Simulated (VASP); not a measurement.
# Ag (Fm-3m) in VASP: notebook, part 2 of 2

VASP 6.6.1. Earlier steps stand in the parts before.

## 5. Relaxation of cell and atoms, PBE

Input file INCAR:

```
SYSTEM = Ag
  PREC = Accurate
  ENCUT = 630
  EDIFF = 1E-7
  ISMEAR = -1
  SIGMA = 0.05
  LREAL = .FALSE.
  LASPH = .TRUE.
  NELM = 80
  ALGO = Normal
  ISIF = 3
  LWAVE = .FALSE.
  LCHARG = .FALSE.
  GGA = PE
  IBRION = 2
  NSW = 60
  EDIFFG = -0.01
```

Input file KPOINTS:

```
Automatic mesh
0
G
  11 11 11
  0 0 0
```

Input file POSCAR:

```
Ag
1.0
    0.0000000000      2.0427500000      2.0427500000
    2.0427500000      0.0000000000      2.0427500000
    2.0427500000      2.0427500000      0.0000000000
Ag
1
Direct
    0.0000000000      0.0000000000      0.0000000000
```

Potentials or basis: VASP PAW PBE potentials, release 64 (Ag_GW).

Command:

```
> cat potpaw_PBE.64/Ag_GW/POTCAR > POTCAR
> mpirun -np 1 vasp_std > vasp.out
```

OUTCAR:

```text
SYSTEM = Ag
   PREC = Accurate
   ENCUT = 630
   EDIFF = 1E-7
   ISMEAR = -1
   LREAL = .FALSE.
   LASPH = .TRUE.
   NELM = 80
   ISIF = 3
   GGA = PE
   IBRION = 2
   NSW = 60
   EDIFFG = -0.01

 ion  position               nearest neighbor table
   1  0.000  0.000  0.000-

  LATTYP: Found a face centered cubic cell.
 ALAT       =     4.0855000000

  Lattice vectors:

 A1 = (   0.0000000000,   2.0427500000,   2.0427500000)
 A2 = (   2.0427500000,   0.0000000000,   2.0427500000)
 A3 = (   2.0427500000,   2.0427500000,   0.0000000000)

Analysis of symmetry for initial positions (statically):
=====================================================================
 Subroutine PRICEL returns:
 Original cell was already a primitive cell.

 Routine SETGRP: Setting up the symmetry group for a
 face centered cubic supercell.

 Subroutine GETGRP returns: Found 48 space group operations
 (whereof 48 operations were pure point group operations)
 out of a pool of 48 trial point group operations.

The static configuration has the point symmetry O_h .

Analysis of symmetry for dynamics (positions and initial velocities):
=====================================================================
 Subroutine PRICEL returns:
 Original cell was already a primitive cell.

 Routine SETGRP: Setting up the symmetry group for a
 face centered cubic supercell.

 Subroutine GETGRP returns: Found 48 space group operations
 (whereof 48 operations were pure point group operations)
 out of a pool of 48 trial point group operations.

The dynamic configuration has the point symmetry O_h .

 Subroutine INISYM returns: Found 48 space group operations
 (whereof 48 operations are pure point group operations),
 and found     1 'primitive' translations

----------------------------------------------------------------------------------------

                                     Primitive cell

  volume of cell :      17.0481

  direct lattice vectors                    reciprocal lattice vectors
     0.000000000  2.042750000  2.042750000    -0.244768082  0.244768082  0.244768082
     2.042750000  0.000000000  2.042750000     0.244768082 -0.244768082  0.244768082
     2.042750000  2.042750000  0.000000000     0.244768082  0.244768082 -0.244768082

  length of vectors
     2.888884755  2.888884755  2.888884755     0.423950755  0.423950755  0.423950755

  position of ions in fractional coordinates (direct lattice)
     0.000000000  0.000000000  0.000000000

  ion indices of the primitive-cell ions
   primitive index   ion index
                 1           1

----------------------------------------------------------------------------------------

 KPOINTS: Automatic mesh

Automatic generation of k-mesh.
 Grid dimensions read from file:
 generate k-points for:   11   11   11

 Generating k-lattice:

  Cartesian coordinates                     Fractional coordinates (reciprocal lattice)
    -0.022251644  0.022251644  0.022251644     0.090909091  0.000000000  0.000000000
     0.022251644 -0.022251644  0.022251644     0.000000000  0.090909091  0.000000000
     0.022251644  0.022251644 -0.022251644     0.000000000  0.000000000  0.090909091

  Length of vectors
     0.038540978  0.038540978  0.038540978

[... 42 lines left out ...]
   NGXF,Y,Z  is equivalent  to a cutoff of  27.62, 27.62, 27.62 a.u.
 SYSTEM =  Ag
   PREC   = accura    normal or accurate (medium, high low for compatibility)
   ISTART =      0    job   : 0-new  1-cont  2-samecut
   ICHARG =      2    charge: 1-file 2-atom 10-const
   ISPIN  =      1    spin polarized calculation?
   LNONCOLLINEAR =      F non collinear calculations
   LSORBIT =      F    spin-orbit coupling
   LASPH  =      T    aspherical Exc in radial PAW
   ENCUT  =  630.0 eV  46.30 Ry    6.80 a.u.   5.91  5.91  5.91*2*pi/ulx,y,z
   NELM   =     80;   NELMIN=  2; NELMDL= -5     # of ELM steps
   EDIFF  = 0.1E-06   stopping-criterion for ELM
   LREAL  =      F    real-space projection
   EDIFFG = -.1E-01   stopping-criterion for IOM
   NSW    =     60    number of steps for IOM
   IBRION =      2    ionic relax: 0-MD 1-quasi-New 2-CG
   NFREE  =      1    steps in history (QN), initial steepest desc. (CG)
   ISIF   =      3    stress and relaxation
   ISYM   =      2    0-nonsym 1-usesym 2-fastsym
   POTIM  = 0.5000    time-step for ionic-motion
   TEBEG  =    0.0;   TEEND  =   0.0 temperature during run
   PSTRESS=    0.0 pullay stress
   NELECT =      11.0000    total number of electrons
   NUPDOWN=      -1.0000    fix difference up-down
   EMIN   =  10.00;   EMAX   =-10.00  energy-range for DOS
   EFERMI =   0.00;   METHOD = LEGACY
   ISMEAR =    -1;   SIGMA  =   0.05  broadening in eV -4-tet -1-fermi 0-gaus
   EFERMI_NEDOS =   21; number of points for ismear=-14 and -15
   IALGO  =     38    algorithm
   IMIX   =      4    mixing-type and parameters
     AMIX     =   0.40;   BMIX     =  1.00
     AMIX_MAG =   1.60;   BMIX_MAG =  1.00
  volume/ion in A,a.u.               =      17.05       115.05
  Fermi-wavevector in a.u.,A,eV,Ry     =   1.414644  2.673290 27.228221  2.001218
  Thomas-Fermi vector in A             =   2.536165
   LORBIT       =      0    0 simple, 1 ext, 2 COOP (PROOUT), +10 PAW based schemes
   GGA     = PE    functional components
   LHFCALC =     F    Hartree Fock is set to
   AEXX    =    0.0000 exact exchange contribution
   IVDW    =     0    specifies the selected vdW correction
   LEPSILON=     F    determine dielectric tensor
   LRPA    =     F    only Hartree local field effects (RPA)
 conjugate gradient relaxation of ions
 non-spin polarized calculation
  energy-cutoff  :      630.00
  volume of cell :       17.05
 maximum number of plane-waves:       624
   NGX = 11   NGY = 11   NGZ = 11

--------------------------------------- Ionic step        1  -------------------------------------------

 number of electron      10.9999999 magnetization

 Free energy of the ion-electron system (eV)
  ---------------------------------------------------
  ext. energy  EPLUGINS =         0.00000000
  ---------------------------------------------------
  free energy    TOTEN  =        -2.71975112 eV

  energy without entropy =       -2.71694502  energy(sigma->0) =       -2.71834807

------------------------ aborting loop because EDIFF is reached ----------------------------------------

  FORCE on cell =-STRESS in cart. coord.  units (eV):
  Direction    XX          YY          ZZ          XY          YZ          ZX
  --------------------------------------------------------------------------------------
  -------------------------------------------------------------------------------------
  Total        0.4419815      0.4419815      0.4419815     -0.0000000     -0.0000000      0.0000000
  in kB       41.5373712     41.5373712     41.5373712     -0.0000000     -0.0000000      0.0000000
  external PRESSURE =      41.5373712 kB  Pullay stress =       0.0000000 kB
[... 57 lines left out ...]
--------------------------------------- Ionic step        3  -------------------------------------------

 number of electron      11.0000000 magnetization

 Free energy of the ion-electron system (eV)
  ---------------------------------------------------
  ext. energy  EPLUGINS =         0.00000000
  ---------------------------------------------------
  free energy    TOTEN  =        -2.72846436 eV

  energy without entropy =       -2.72486342  energy(sigma->0) =       -2.72666389

 E-fermi :   8.3084     XC(G=0): -11.9772

 val. band max:        8.3081556253   @ k =  -0.4545   0.0909   0.0000
 cond. band min:       8.3527954878   @ k =  -0.2727   0.2727   0.0000
 fundamental gap:      0.0446398625
 Fermi energy:         8.3083827255

 k-point     1 :       0.0000    0.0000    0.0000
  band No.  band energies     occupation
      1       0.5577      2.00000
      2       3.3824      2.00000
      3       3.3824      2.00000
      4       3.3824      2.00000
      5       4.3454      2.00000
      6       4.3454      2.00000
      7      17.8449      0.00000
      8      23.8545      0.00000
      9      27.1764      0.00000
[... 265 lines left out ...]
 k-point    24 :      -0.1818    0.1818    0.0000
  band No.  band energies     occupation
      1       2.5241      2.00000
      2       3.0130      2.00000
      3       3.5917      2.00000
      4       3.9563      2.00000
      5       3.9863      2.00000
      6       5.4407      2.00000
      7      17.8412      0.00000
      8      19.6474      0.00000
      9      20.0202      0.00000

 [... further k-points ...]

------------------------ aborting loop because EDIFF is reached ----------------------------------------

  FORCE on cell =-STRESS in cart. coord.  units (eV):
  Direction    XX          YY          ZZ          XY          YZ          ZX
  --------------------------------------------------------------------------------------
  -------------------------------------------------------------------------------------
  Total        0.0011039      0.0011039      0.0011039      0.0000000      0.0000000     -0.0000000
  in kB        0.0996160      0.0996160      0.0996160      0.0000000      0.0000000     -0.0000000
  external PRESSURE =       0.0996160 kB  Pullay stress =       0.0000000 kB
[... 16 lines left out ...]
  FREE ENERGIE OF THE ION-ELECTRON SYSTEM (eV)
  ---------------------------------------------------
  free  energy   TOTEN  =        -2.7284643619 eV

  energy  without entropy=       -2.7248634166  energy(sigma->0) =       -2.72666389

 reached required accuracy - stopping structural energy minimisation
```

OSZICAR:

```text
N       E                     dE             d eps       ncg     rms          rms(c)
DAV:   1     0.648787143210E+02    0.64879E+02   -0.57815E+03  1008   0.127E+03
DAV:   2    -0.215202521546E+01   -0.67031E+02   -0.64097E+02  1014   0.263E+02
DAV:   3    -0.297801183458E+01   -0.82599E+00   -0.82532E+00  1487   0.408E+01
[... 24 lines left out ...]
DAV:   4    -0.272845558243E+01    0.57918E-03   -0.94318E-04  1450   0.295E-01    0.240E-02
DAV:   5    -0.272846414132E+01   -0.85589E-05   -0.25538E-05  1231   0.610E-02    0.121E-02
DAV:   6    -0.272846448367E+01   -0.34235E-06   -0.67332E-06  1409   0.350E-02    0.715E-04
DAV:   7    -0.272846435740E+01    0.12627E-06   -0.68783E-08   868   0.276E-03    0.520E-04
DAV:   8    -0.272846436186E+01   -0.44545E-08   -0.35681E-09   558   0.785E-04
   3 F= -.27284644E+01 E0= -.27266639E+01  d E =-.871324E-02
```

CONTCAR:

```text
Ag
   1.00000000000000
    -0.0000000000000000    2.0705739062509139    2.0705739062509139
     2.0705739062509139   -0.0000000000000000    2.0705739062509139
     2.0705739062509139    2.0705739062509139    0.0000000000000000
  Ag
     1
Direct
     0.0000000000000000    0.0000000000000000    0.0000000000000000

  0.00000000E+00  0.00000000E+00  0.00000000E+00
```

It took 43 s on 1 thread of AMD EPYC 7R43 (Zen 3), shared host; peak memory 0.12 GiB.

What came out:

```
Free energy                            : -2.7285 eV
Relaxed volume                         : 17.75 Å³/atom
Relaxed cell                           : a = 2.928 Å, b = 2.928 Å, c = 2.928 Å, α = 60.00°, β = 60.00°, γ = 60.00°
Space group after relaxing (to 0.05 Å) : Fm-3m (No. 225)
Energy gained by relaxing              : 8.7 meV/atom
Ionic steps                            : 3
Pressure after relaxing                : 0.0 GPa
Band gap on the k mesh                 : none (metal or under the smearing width)
```

Step by step:
```
step  energy change (eV)  largest force (eV/Å)  pressure (GPa)  volume (Å³)
   1              0.0000                0.0000            4.15        17.05
   2             -0.0062                0.0000           -1.89        18.16
   3             -0.0087                0.0000            0.01        17.75
```

Final structure:
```xyz
1
Lattice="0.0000 2.0706 2.0706 2.0706 0.0000 2.0706 2.0706 2.0706 0.0000" Properties=species:S:1:pos:R:3 pbc="T T T"
Ag    0.0000    0.0000    0.0000
```

Levels at points of the mesh, in eV from the Fermi level:
| k point | band 2 | band 3 | band 4 | band 5 | band 6 | band 7 | band 8 | band 9 |
| --- | --- | --- | --- | --- | --- | --- | --- | --- |
| (0.00, 0.00, 0.00) | -4.93 | -4.93 | -4.93 | -3.96 | -3.96 | 9.54 | 15.55 | 18.87 |

## 6. Single point, PBE

Input file INCAR:

```
ALGO = Fast
EDIFF = 1E-7
ENCUT = 520
GGA = PE
ISIF = 2
ISMEAR = 0
LASPH = T
LCHARG = T
LELF = T
LREAL = F
LVHAR = T
LWAVE = F
NBANDS = 12
NELM = 60
PREC = Accurate
SIGMA = 0.022
```

Input file KPOINTS:

```
k-points
0
Gamma
  11 11 11
```

POSCAR is that of step 5.

Potentials or basis: VASP PAW PBE potentials, release 64 (Ag).

Command:

```
> cat potpaw_PBE.64/Ag/POTCAR > POTCAR
> mpirun -np 1 vasp_std > vasp.out
```

It took 8.9 s on 1 thread of AMD EPYC 9R45 (Zen 5), shared host; peak memory 0.11 GiB.

Results (log left out):

- Free energy: -2.7092 eV
- Pressure: 4.1 GPa
- Band gap on the k mesh: none (metal or under the smearing width)

Levels at points of the mesh, in eV from the Fermi level:
```tsv
k point	band 2	band 3	band 4	band 5	band 6	band 7	band 8	band 9	band 10	band 11
(0.00, 0.00, 0.00)	-5.09	-5.09	-5.09	-4.05	-4.05	15.75	19.33	19.33	19.33	24.14
```

## 7. Overview

| task | potentials or basis | cell | cutoff (eV) | smearing | gap on the mesh (eV) | pressure (GPa) | relaxed volume (Å³/atom) |
| --- | --- | --- | --- | --- | --- | --- | --- |
| relaxation of cell and atoms | VASP PAW PBE potentials, release 64 (Ag) | relaxed | 580 | fermi-dirac 0.05 eV | none | 0.0 | 17.77 |
| relaxation of cell and atoms | VASP PAW PBE potentials, release 64 (Ag) | relaxed | 600 | fermi-dirac 0.05 eV | none | 0.0 | 17.77 |
| relaxation of cell and atoms | VASP PAW PBE potentials, release 64 (Ag_sv_GW) | relaxed | 680 | fermi-dirac 0.05 eV | none | 0.0 | 17.78 |
| relaxation of cell and atoms | VASP PAW PBE potentials, release 64 (Ag_GW) | relaxed | 630 | fermi-dirac 0.05 eV | none | 0.0 | 17.75 |
| single point | VASP PAW PBE potentials, release 64 (Ag) | as given | 520 | gaussian 0.022 eV | none | 4.1 | - |

Alike in all rows: level PBE; no spin polarisation; k mesh 11 × 11 × 11.

Absolute energies hang on the potentials; compare differences alone.
